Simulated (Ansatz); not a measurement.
# AgCl: energy and pressure over a range of volumes

The task here is to estimate one member of a computed series from the others.

Computed with Ansatz 0.2.0 (DFT PBE, scalar-relativistic, unless a step's input says otherwise).

**The starting structure**

The structure is orthorhombic, space group Cmcm (No. 63). The conventional cell has a = 3.742 Å, b = 11.113 Å, c = 3.924 Å, α = 90.00°, β = 90.00°, γ = 90.00°. Ag (site symmetry m2m) is surrounded by 5 Cl at 2.73 to 2.91 Å and 2 Ag at 3.02 Å. Cl (site symmetry m2m) is surrounded by 5 Ag at 2.73 to 2.91 Å.

As a file:

```
Ag Cl
1.0
     1.87091   -5.55660    0.00000
     1.87091    5.55660    0.00000
     0.00000    0.00000    3.92404
Ag Cl
2 2
Direct
  0.39656 0.60344 0.75000
  0.60344 0.39656 0.25000
  0.86545 0.13455 0.25000
  0.13455 0.86545 0.75000
```

Atoms are numbered in the order of the input: Ag1, Ag2, Cl3, Cl4.

The first run:

The input, input.yaml:

```yaml
crystal:
  lattice:
    - [1.8327171557, -5.4431635047, 0.0]
    - [1.8327171557, 5.4431635047, 0.0]
    - [0.0, 0.0, 3.8439324781]
  atoms:
    - { symbol: Ag, position: [0.3965554, 0.6034446, 0.75] }
    - { symbol: Ag, position: [0.6034446, 0.3965554, 0.25] }
    - { symbol: Cl, position: [0.86544873, 0.13455127, 0.25] }
    - { symbol: Cl, position: [0.13455127, 0.86544873, 0.75] }
kpoints:
  mp_grid: { grid: [9, 9, 8] }
  band_path:
    path:
      - [0.0, 0.0, 0.0]
      - [-0.5, 0.5, 0.0]
      - [-0.2783418463, 0.7216581537, 0.0]
      - [0.2783418463, 0.2783418463, 0.0]
      - [0.0, 0.0, 0.0]
      - [0.0, 0.0, 0.5]
      - [0.2783418463, 0.2783418463, 0.5]
      - [-0.2783418463, 0.7216581537, 0.5]
      - [-0.5, 0.5, 0.5]
    npoints: 5
scf:
  occupations: { method: fermi_dirac, width: 0.03 }
hamiltonian:
  xc: pbe
  pseudopotentials: { kind: all_electron, lapw: { basis_error: 0.001 } }
output:
  forces: true
  stress: true
  eigenvalues: true
```

Command:

```bash
$ ansatz run input.yaml --threads 1 --pin off --max-ram 6144MiB --backend cpu --events-out ev --progress --plain --runs-dir out
```

Among the steps run: Volume × 0.94, LAPW; Volume × 0.94, PAW; Volume × 0.94, crystal datasets; Volume × 0.98, LAPW; Volume × 0.98, PAW; Volume × 0.98, crystal datasets; Volume × 1.01, LAPW; Volume × 1.01, PAW; Volume × 1.01, crystal datasets; Volume × 1.04, LAPW; Volume × 1.04, PAW; Volume × 1.04, crystal datasets.

One table of the session follows, with a row left open; its other results are not shown here.

It belongs to the step «The equation of state». 

| method | volume (Å³/atom) | pressure (GPa) | largest force (eV/Å) |
| --- | --- | --- | --- |
| LAPW | 19.173 | 5.72 | 0.062 |
| LAPW | 19.989 | 2.88 | 0.024 |
| LAPW | 20.601 | 1.16 | 0.019 |
| LAPW | 21.213 | -0.27 | 0.036 |
| PAW | 19.173 | 5.72 | 0.062 |
| PAW | 19.989 | 2.88 | 0.024 |
| PAW | 20.601 | 1.16 | 0.019 |
| PAW | 21.213 | -0.27 | 0.035 |
| crystal datasets | 19.173 | 5.72 | 0.062 |
| crystal datasets | 19.989 | ? | ? |
| crystal datasets | 20.601 | 1.16 | 0.019 |
| crystal datasets | 21.213 | -0.27 | 0.036 |

Estimate the missing values for crystal datasets, 19.989.

**Answer.** pressure (GPa): 2.88; largest force (eV/Å): 0.025.

To keep in mind: Shape and positions are held, so a fully relaxed modulus can be lower. Warnings in the runs' records: gradients without spin orbit, crystal datasets made.
